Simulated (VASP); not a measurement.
**Sn: equation of state with LDA**

Crystal: Sn.

```
CELL_PARAMETERS angstrom
-2.86546 2.86546 1.59841
2.86546 -2.86546 1.59841
2.86546 2.86546 -1.59841
ATOMIC_POSITIONS crystal
Sn 0.00000 0.00000 0.00000
Sn 0.75000 0.25000 0.50000
```

```json
{
 "Program": "VASP 6.6.1",
 "Task": "equation of state",
 "Functional": "LDA",
 "Potentials or basis": "VASP PAW LDA potentials, release 64 (Sn_d)",
 "Cutoff": "520 eV",
 "k mesh": "8 × 8 × 8",
 "Occupations": "fermi-dirac, width 0.05 eV",
 "Spin": "no spin polarisation",
 "Ladder": "gaps",
 "Further INCAR settings": "ALGO = Normal; EDIFF = 1e-06"
}
```

- Equilibrium volume: 26.25 Å³/atom
- Bulk modulus at fixed shape and positions: 60 GPa
- Pressure derivative of the bulk modulus: 4.6 (rough: it moves with the points fitted)

Energy against volume, from the lowest point:
```csv
volume (Å³/atom),energy (meV/atom)
25.199,8.48
25.724,2.05
26.249,0.00
26.774,1.86
27.298,7.22
```

All runs of the series together: 2.1 min on 1 thread of Intel(R) Xeon(R) Platinum 8488C (Sapphire Rapids), on a shared host.

Caveat: the cell was scaled at fixed shape and fractional positions, which overstates the stiffness of a crystal with free parameters, most of all of layers and chains.
